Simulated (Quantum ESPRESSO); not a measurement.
# AlP(110), H on both faces: a series in the number of layers, part 6 of 12

What law, if any, do the results for AlP(110), H on both faces follow against the number of layers?

Quantum ESPRESSO 7.5; plane-wave DFT, PBE, GBRV ultrasoft pseudopotentials.

So far. Step 4 (Relaxing the ions, 3 layers): The relaxation lowers the energy by 15 meV an atom. Step 8 (Electrostatic potential, 3 layers): The slope in the vacuum is 0.100 eV/Å for an applied 0.10 V/Å, as it should be.

The structure was built from a prototype and need not be the compound's stable phase.

**10. Bands along a path, 3 layers**

Bands along a path place the edges.

m0.bands.in

```
&control
  prefix = 'm0.bands'
  outdir = './out'
  pseudo_dir = './pseudo'
  calculation = 'bands'
  tefield = .true.
  dipfield = .true.
/
&system
  ibrav = 0
  nat = 10
  ntyp = 3
  ecutwfc = 40
  ecutrho = 200
  occupations = 'smearing'
  smearing = 'fd'
  degauss = 0.002
  edir = 3
  emaxpos = 0.97
  eopreg = 0.04
  eamp = 0.0
  nbnd = 20
/
&electrons
  conv_thr = 1e-07
  mixing_beta = 0.4
  electron_maxstep = 120
  mixing_mode = 'local-TF'
/
ATOMIC_SPECIES
  H   1.0080  h_pbe_v1.4.uspp.F.UPF
  Al  26.9815  al_pbe_v1.uspp.F.UPF
  P   30.9738  p_pbe_v1.5.uspp.F.UPF
CELL_PARAMETERS angstrom
  5.50329919300000 0.00000000000000 0.00000000000000
  0.00000000000000 3.89386087700000 0.00000000000000
  0.00000000000000 0.00000000000000 22.44671343675356
ATOMIC_POSITIONS crystal
  H   0.828703664000 0.000000000000 0.351645042700
  H   0.398374019900 0.500000000000 0.365297990100
  Al  -0.004271247200 0.000000000000 0.409776399800
  P   0.246989918300 0.500000000000 0.416833911400
  Al  0.516586877200 0.500000000000 0.500000000000
  P   0.764481379200 0.000000000000 0.500000000000
  Al  -0.004271247200 0.000000000000 0.590223600200
  P   0.246989918300 0.500000000000 0.583166088600
  H   0.398374019900 0.500000000000 0.634702009900
  H   0.828703664000 0.000000000000 0.648354957300
K_POINTS crystal_b
5
  0.0000000000 0.0000000000 0.0000000000 10
  0.5000000000 0.0000000000 0.0000000000 10
  0.5000000000 0.5000000000 0.0000000000 10
  0.0000000000 0.5000000000 0.0000000000 10
  0.0000000000 0.0000000000 0.0000000000 1
```

The run is started by

```bash
cp -r out/m0.f0.save out/m0.bands.save
cp out/m0.f0.xml out/m0.bands.xml
OMP_NUM_THREADS=1 mpirun -n 4 pw.x -nk 4 -in m0.bands.in > m0.bands.out
```

Log:

```text
[banner, memory and clock lines left out]
Program PWSCF v.7.5 starts

          URL

     Presently no symmetry can be used with electric field

     Atomic positions and unit cell read from directory:
     ./out/m0.bands.save/

     G-vector sticks info

     bravais-lattice index     =            0
     lattice parameter (alat)  =      10.3997  a.u.
     unit-cell volume          =    3246.0329 (a.u.)^3
     number of atoms/cell      =           10
     number of atomic types    =            3
     number of electrons       =        28.00
     number of Kohn-Sham states=           20
     kinetic-energy cutoff     =      40.0000  Ry
     charge density cutoff     =     200.0000  Ry
     Exchange-correlation=  SLA  PW   PBX  PBC
                           (   1   4   3   4   0   0   0)

     celldm(1)=  10.399728  celldm(2)=   0.000000  celldm(3)=   0.000000
     celldm(4)=   0.000000  celldm(5)=   0.000000  celldm(6)=   0.000000

     crystal axes: (cart. coord. in units of alat)
               a(1) = (   1.000000   0.000000   0.000000 )
               a(2) = (   0.000000   0.707550   0.000000 )
               a(3) = (   0.000000   0.000000   4.078774 )

     reciprocal axes: (cart. coord. in units 2 pi/alat)
               b(1) = (  1.000000  0.000000  0.000000 )
               b(2) = (  0.000000  1.413327  0.000000 )
               b(3) = (  0.000000  0.000000  0.245172 )

     PseudoPot. # 1 for H  read from file:
     ./pseudo/h_pbe_v1.4.uspp.F.UPF
     Pseudo is Ultrasoft, Zval =  1.0
     Generated by new atomic code, or converted to UPF format
     Using radial grid of  615 points,  2 beta functions with:
                l(1) =   0
                l(2) =   0
     Q(r) pseudized with  8 coefficients,  rinner =    0.700

     PseudoPot. # 2 for Al read from file:
     ./pseudo/al_pbe_v1.uspp.F.UPF
     Pseudo is Ultrasoft + core correction, Zval =  3.0
     Generated by new atomic code, or converted to UPF format
     Using radial grid of  893 points,  3 beta functions with:
                l(1) =   0
                l(2) =   1
                l(3) =   2
     Q(r) pseudized with  8 coefficients,  rinner =    0.900   0.900   0.900
                                                       0.900   0.900

     PseudoPot. # 3 for P  read from file:
     ./pseudo/p_pbe_v1.5.uspp.F.UPF
     Pseudo is Ultrasoft + core correction, Zval =  5.0
     Generated by new atomic code, or converted to UPF format
     Using radial grid of  903 points,  6 beta functions with:
                l(1) =   0
                l(2) =   0
                l(3) =   1
                l(4) =   1
                l(5) =   2
                l(6) =   2
     Q(r) pseudized with  8 coefficients,  rinner =    1.300   1.300   1.300
                                                       1.300   1.300

     atomic species   valence    mass     pseudopotential
     H                 1.00     1.00800     H ( 1.00)
     Al                3.00    26.98150     Al( 1.00)
     P                 5.00    30.97380     P ( 1.00)

     No symmetry found

   Cartesian axes

     site n.     atom                  positions (alat units)
         1        H      tau(   1) = (   0.8287037   0.0000000   1.4342806  )
         2        H      tau(   2) = (   0.3983740   0.3537751   1.4899679  )
         3        Al     tau(   3) = (  -0.0042712   0.0000000   1.6713853  )
         4        P      tau(   4) = (   0.2469899   0.3537751   1.7001713  )
         5        Al     tau(   5) = (   0.5165869   0.3537751   2.0393870  )
         6        P      tau(   6) = (   0.7644814   0.0000000   2.0393870  )
         7        Al     tau(   7) = (  -0.0042712   0.0000000   2.4073887  )
         8        P      tau(   8) = (   0.2469899   0.3537751   2.3786027  )
         9        H      tau(   9) = (   0.3983740   0.3537751   2.5888060  )
        10        H      tau(  10) = (   0.8287037   0.0000000   2.6444933  )

     number of k points=    41  Fermi-Dirac smearing, width (Ry)=  0.0020
                       cart. coord. in units 2pi/alat
        k(    1) = (   0.0000000   0.0000000   0.0000000), wk =   0.0487805
        k(    2) = (   0.0500000   0.0000000   0.0000000), wk =   0.0487805
        k(    3) = (   0.1000000   0.0000000   0.0000000), wk =   0.0487805
        k(    4) = (   0.1500000   0.0000000   0.0000000), wk =   0.0487805
        k(    5) = (   0.2000000   0.0000000   0.0000000), wk =   0.0487805
        k(    6) = (   0.2500000   0.0000000   0.0000000), wk =   0.0487805
        k(    7) = (   0.3000000   0.0000000   0.0000000), wk =   0.0487805
        k(    8) = (   0.3500000   0.0000000   0.0000000), wk =   0.0487805
        k(    9) = (   0.4000000   0.0000000   0.0000000), wk =   0.0487805
        k(   10) = (   0.4500000   0.0000000   0.0000000), wk =   0.0487805
        k(   11) = (   0.5000000   0.0000000   0.0000000), wk =   0.0487805
        k(   12) = (   0.5000000   0.0706664   0.0000000), wk =   0.0487805
        k(   13) = (   0.5000000   0.1413327   0.0000000), wk =   0.0487805
        k(   14) = (   0.5000000   0.2119991   0.0000000), wk =   0.0487805
        k(   15) = (   0.5000000   0.2826654   0.0000000), wk =   0.0487805
        k(   16) = (   0.5000000   0.3533318   0.0000000), wk =   0.0487805
        k(   17) = (   0.5000000   0.4239981   0.0000000), wk =   0.0487805
        k(   18) = (   0.5000000   0.4946645   0.0000000), wk =   0.0487805
        k(   19) = (   0.5000000   0.5653308   0.0000000), wk =   0.0487805
        k(   20) = (   0.5000000   0.6359972   0.0000000), wk =   0.0487805
        k(   21) = (   0.5000000   0.7066636   0.0000000), wk =   0.0487805
        k(   22) = (   0.4500000   0.7066636   0.0000000), wk =   0.0487805
        k(   23) = (   0.4000000   0.7066636   0.0000000), wk =   0.0487805
        k(   24) = (   0.3500000   0.7066636   0.0000000), wk =   0.0487805
        k(   25) = (   0.3000000   0.7066636   0.0000000), wk =   0.0487805
        k(   26) = (   0.2500000   0.7066636   0.0000000), wk =   0.0487805
        k(   27) = (   0.2000000   0.7066636   0.0000000), wk =   0.0487805
        k(   28) = (   0.1500000   0.7066636   0.0000000), wk =   0.0487805
        k(   29) = (   0.1000000   0.7066636   0.0000000), wk =   0.0487805
        k(   30) = (   0.0500000   0.7066636   0.0000000), wk =   0.0487805
        k(   31) = (   0.0000000   0.7066636   0.0000000), wk =   0.0487805
        k(   32) = (   0.0000000   0.6359972   0.0000000), wk =   0.0487805
        k(   33) = (   0.0000000   0.5653308   0.0000000), wk =   0.0487805
        k(   34) = (   0.0000000   0.4946645   0.0000000), wk =   0.0487805
        k(   35) = (   0.0000000   0.4239981   0.0000000), wk =   0.0487805
[...]
-13.5473 -13.1817 -12.8731  -8.2311  -8.1447  -6.9900  -6.0667  -4.8955
    -4.4898  -3.9447  -3.9223  -3.6592  -3.6374  -3.5052   0.0960   0.4157
     0.6268   1.6132   1.7580   2.0849

          k = 0.5000 0.0000 0.0000 ( 13860 PWs)   bands (ev):

   -13.5270 -13.1800 -12.8983  -8.2437  -8.1436  -6.9971  -6.0623  -4.8409
    -4.4880  -3.9894  -3.8506  -3.7362  -3.6210  -3.5039   0.1044   0.3931
     0.6480   1.6551   1.7591   2.1018

          k = 0.5000 0.0707 0.0000 ( 13890 PWs)   bands (ev):

   -13.5152 -13.1691 -12.8839  -8.2306  -8.1344  -6.9930  -6.0563  -4.9264
    -4.4823  -4.1424  -3.8657  -3.6862  -3.6731  -3.5864   0.2193   0.5361
     0.7719   1.6457   1.7838   2.1277

          k = 0.5000 0.1413 0.0000 ( 13870 PWs)   bands (ev):

   -13.4804 -13.1369 -12.8412  -8.1919  -8.1075  -6.9843  -6.0396  -5.1700
    -4.4732  -4.4449  -3.9355  -3.9084  -3.6689  -3.6375   0.5036   0.8979
     1.0923   1.6150   1.8328   2.1853

          k = 0.5000 0.2120 0.0000 ( 13864 PWs)   bands (ev):

   -13.4247 -13.0854 -12.7722  -8.1299  -8.0651  -6.9832  -6.0164  -5.5246
    -4.7932  -4.5348  -4.2254  -3.9415  -3.7645  -3.6296   0.8100   1.3231
     1.4793   1.5467   1.8084   2.1356

          k = 0.5000 0.2827 0.0000 ( 13830 PWs)   bands (ev):

   -13.3517 -13.0181 -12.6805  -8.0485  -8.0110  -7.0136  -5.9968  -5.9260
    -5.1158  -4.8350  -4.2750  -3.9643  -3.8940  -3.6570   0.9984   1.4021
     1.5942   1.7456   1.8212   2.0787

          k = 0.5000 0.3533 0.0000 ( 13834 PWs)   bands (ev):

   -13.2665 -12.9401 -12.5715  -7.9538  -7.9512  -7.1078  -6.3205  -6.0052
    -5.3488  -5.1645  -4.2293  -4.0549  -3.9919  -3.7106   1.0524   1.2232
     1.5754   1.7727   2.0299   2.2095

          k = 0.5000 0.4240 0.0000 ( 13830 PWs)   bands (ev):

   -13.1763 -12.8579 -12.4535  -7.8937  -7.8547  -7.2803  -6.6693  -6.0866
    -5.4555  -5.3773  -4.2438  -4.1619  -4.0456  -3.7736   1.0433   1.0850
     1.4731   1.8061   2.1469   2.2861

          k = 0.5000 0.4947 0.0000 ( 13830 PWs)   bands (ev):

   -13.0900 -12.7798 -12.3373  -7.8499  -7.7631  -7.4978  -6.9483  -6.2447
    -5.4489  -5.4409  -4.4355  -4.1431  -4.1010  -3.8237   0.9967   1.0513
     1.3780   1.8048   2.1454   2.1941

          k = 0.5000 0.5653 0.0000 ( 13812 PWs)   bands (ev):

   -13.0176 -12.7147 -12.2371  -7.8356  -7.6949  -7.6915  -7.1433  -6.4030
    -5.4189  -5.3733  -4.6181  -4.2730  -4.0480  -3.8547   0.9786   1.0813
     1.3002   1.7545   2.0210   2.0740

          k = 0.5000 0.6360 0.0000 ( 13836 PWs)   bands (ev):

   -12.9692 -12.6714 -12.1683  -7.8831  -7.7895  -7.6485  -7.2506  -6.5066
    -5.3711  -5.2823  -4.7606  -4.3944  -4.0125  -3.8717   0.9964   1.1374
     1.2466   1.6927   1.8512   1.9915

          k = 0.5000 0.7067 0.0000 ( 13804 PWs)   bands (ev):

   -12.9521 -12.6562 -12.1436  -7.9235  -7.8038  -7.6347  -7.2828  -6.5413
    -5.3453  -5.2390  -4.8185  -4.4476  -4.0000  -3.8773   1.0112   1.1695
     1.2271   1.6785   1.7553   1.9628

          k = 0.4500 0.7067 0.0000 ( 13820 PWs)   bands (ev):

   -12.9536 -12.6569 -12.1458  -7.9237  -7.7924  -7.6418  -7.2687  -6.5376
    -5.3281  -5.2401  -4.8136  -4.4597  -4.0016  -3.8864   0.9269   1.0806
     1.2007   1.7500   1.8377   1.9698

          k = 0.4000 0.7067 0.0000 ( 13826 PWs)   bands (ev):

   -12.9580 -12.6591 -12.1521  -7.9243  -7.7588  -7.6620  -7.2266  -6.5272
    -5.2779  -5.2424  -4.7987  -4.4966  -4.0065  -3.9149   0.7550   0.9070
     1.1077   1.8775   1.9799   1.9874

          k = 0.3500 0.7067 0.0000 ( 13842 PWs)   bands (ev):

   -12.9647 -12.6624 -12.1619  -7.9261  -7.7056  -7.6922  -7.1568  -6.5110
    -5.2437  -5.1998  -4.7744  -4.5596  -4.0140  -3.9652   0.5808   0.7355
     0.9297   1.9427   1.9715   2.1117

          k = 0.3000 0.7067 0.0000 ( 13832 PWs)   bands (ev):

   -12.9732 -12.6665 -12.1740  -7.9293  -7.7284  -7.6370  -7.0607  -6.4910
    -5.2404  -5.1008  -4.7415  -4.6494  -4.0397  -4.0237   0.4385   0.5970
     0.6850   1.7704   2.0113   2.1474

          k = 0.2500 0.7067 0.0000 ( 13834 PWs)   bands (ev):

   -12.9825 -12.6711 -12.1873  -7.9337  -7.7664  -7.5585  -6.9413  -6.4694
    -5.2282  -4.9897  -4.7652  -4.7018  -4.1389  -4.0346   0.3415   0.4170
     0.5022   1.5036   2.0071   2.2178

          k = 0.2000 0.7067 0.0000 ( 13876 PWs)   bands (ev):

   -12.9917 -12.6757 -12.2003  -7.9389  -7.8024  -7.4772  -6.8037  -6.4483
    -5.2029  -4.9029  -4.8763  -4.6583  -4.2597  -4.0460   0.1610   0.2925
     0.4509   1.2326   1.9702   2.2540

          k = 0.1500 0.7067 0.0000 ( 13860 PWs)   bands (ev):

   -12.9999 -12.6798 -12.2120  -7.9441  -7.8333  -7.4014  -6.6562  -6.4298
    -5.1607  -5.0535  -4.7711  -4.6155  -4.3951  -4.0570  -0.0596   0.2858
     0.4351   0.9971   1.9049   2.2826

          k = 0.1000 0.7067 0.0000 ( 13834 PWs)   bands (ev):

   -13.0064 -12.6831 -12.2211  -7.9485  -7.8570  -7.3394  -6.5130  -6.4154
    -5.2012  -5.1009  -4.6849  -4.5787  -4.5336  -4.0664  -0.2288   0.3078
     0.4414   0.8162   1.8180   2.3275

          k = 0.0500 0.7067 0.0000 ( 13834 PWs)   bands (ev):

   -13.0105 -12.6851 -12.2269  -7.9514  -7.8718  -7.2986  -6.4063  -6.3994
    -5.3185  -5.0313  -4.6558  -4.6280  -4.5537  -4.0731  -0.3353   0.3374
     0.4541   0.7024   1.7369   2.3317

          k = 0.0000 0.7067 0.0000 ( 13834 PWs)   bands (ev):

   -13.0120 -12.6859 -12.2289  -7.9524  -7.8768  -7.2844  -6.4033  -6.3538
    -5.3655  -4.9913  -4.7143  -4.6080  -4.5448  -4.0755  -0.3717   0.3509
     0.4600   0.6636   1.7033   2.3054

          k = 0.0000 0.6360 0.0000 ( 13846 PWs)   bands (ev):

   -13.0541 -12.7025 -12.2114  -7.9407  -7.8550  -7.2797  -6.3957  -6.3168
    -5.4614  -4.8722  -4.7042  -4.6577  -4.5489  -4.0397  -0.3239   0.2854
     0.5600   0.7183   1.7424   2.1184

          k = 0.0000 0.5653 0.0000 ( 13861 PWs)   bands (ev):

   -13.1621 -12.7498 -12.1750  -7.9028  -7.7972  -7.2789  -6.3702  -6.2048
    -5.6003  -4.7577  -4.7373  -4.5946  -4.5762  -3.9591  -0.1833   0.2178
     0.7395   0.8778   1.7943   1.9140

          k = 0.0000 0.4947 0.0000 ( 13883 PWs)   bands (ev):

   -13.3034 -12.8204 -12.1455  -7.8394  -7.7237  -7.3001  -6.3220  -6.0317
    -5.6816  -4.8650  -4.6893  -4.6116  -4.3614  -3.8709   0.0417   0.1929
     0.9707   1.1274   1.5703   2.0425

          k = 0.0000 0.4240 0.0000 ( 13875 PWs)   bands (ev):

   -13.4534 -12.9046 -12.1359  -7.7680  -7.6585  -7.3413  -6.2535  -5.8518
    -5.6562  -4.9621  -4.6204  -4.6012  -4.1311  -3.7937   0.2275   0.3372
     1.2385   1.3442   1.4325   2.2016

          k = 0.0000 0.3533 0.0000 ( 13881 PWs)   bands (ev):

   -13.5964 -12.9927 -12.1461  -7.7207  -7.6166  -7.3834  -6.1830  -5.6933
    -5.5360  -5.0474  -4.5585  -4.4222  -3.9287  -3.7338   0.3297   0.6796
     1.1200   1.5545   1.6760   2.2043

          k = 0.0000 0.2827 0.0000 ( 13879 PWs)   bands (ev):

   -13.7229 -13.0759 -12.1698  -7.7192  -7.5995  -7.4102  -6.1347  -5.5215
    -5.3927  -5.1242  -4.3964  -4.1428  -3.7554  -3.6912   0.4850   0.9432
     1.0189   1.7118   1.8008   1.8215

          k = 0.0000 0.2120 0.0000 ( 13881 PWs)   bands (ev):

   -13.8264 -13.1473 -12.1985  -7.7511  -7.5994  -7.4251  -6.1160  -5.4451
    -5.1910  -5.1328  -4.1485  -3.8502  -3.6634  -3.5653   0.5794   0.7881
     1.2371   1.3019   1.6726   1.9436

          k = 0.0000 0.1413 0.0000 ( 13873 PWs)   bands (ev):

   -13.9028 -13.2018 -12.2245  -7.7895  -7.6067  -7.4367  -6.1166  -5.4256
    -5.2431  -4.8223  -3.8709  -3.6957  -3.6468  -3.2733   0.2620   0.6898
     1.2328   1.2848   1.4697   1.7749

          k = 0.0000 0.0707 0.0000 ( 13911 PWs)   bands (ev):

   -13.9496 -13.2358 -12.2424  -7.8176  -7.6140  -7.4454  -6.1229  -5.4218
    -5.2760  -4.5662  -3.6454  -3.6383  -3.6380  -3.0004  -0.1246   0.6315
     1.0133   1.3555   1.3877   1.5913

          k = 0.0000 0.0000 0.0000 ( 13939 PWs)   bands (ev):

   -13.9654 -13.2473 -12.2488  -7.8277  -7.6169  -7.4488  -6.1259  -5.4216
    -5.2873  -4.4641  -3.6358  -3.6229  -3.5562  -2.8907  -0.2770   0.6102
     0.8937   1.2973   1.3361   1.6768

     XML data file, pseudopotentials, collected wavefunctions

                                        0.00s GPU  (     906 calls)
[key lines of the parts left out:]
Dipole field          0.0000 Ry au,
```

Wall time 1.9 min (4 MPI ranks of Arm Neoverse V1, shared host); peak memory 0.52 GiB.

This step gave:

* dipole along the normal: 0 e·Å
* valence top, on the run's zero: -2.891 eV
* conduction bottom, on the run's zero: -0.3717 eV
* gap by band count: 2.519 eV

Band numbers count within the set of bands kept for display. The electronic bands at the labelled points (eV, zero at the highest filled level of the SCF mesh; v1 is the highest filled band, c1 the lowest empty one):

```
  point     v4     v3     v2     v1    c1    c2    c3    c4
      Γ  -0.75  -0.73  -0.67   0.00  2.61  3.50  3.78  4.19
halfway  -0.87  -0.70  -0.64  -0.30  2.82  3.39  3.65  3.96
      X  -0.96  -0.85  -0.73  -0.61  3.00  3.28  3.54  4.55
halfway  -1.34  -1.16  -1.10  -0.82  3.94  4.11  4.47  4.66
      S  -1.93  -1.56  -1.11  -0.99  3.90  4.06  4.12  4.57
halfway  -1.87  -1.81  -1.25  -1.14  3.23  3.31  3.39  4.39
      Y  -1.82  -1.72  -1.65  -1.18  2.52  3.24  3.35  3.55
halfway  -1.67  -1.53  -1.04  -0.84  3.22  3.57  4.01  4.45
      Γ  -0.75  -0.73  -0.67   0.00  2.61  3.50  3.78  4.19
```

Along this path the valence top lies at Γ and the conduction bottom at Y.

(Part 6 of 12 ends here.)

[Logs are printed without paths, hosts, clocks, repeated set-up lines and the standing remarks that a program may print on its own settings, such as how far it seeks lower states.]

[Hosts, paths, dates, database ids (printed as entryN), source tags and the programs' standing remarks are cut or masked in the printed files.]

[Maps of the electrostatic potential energy from Ansatz leave out the sawtooth potential of an applied field or a dipole correction, so their vacuum need not be flat; planar profiles and work functions include it.]
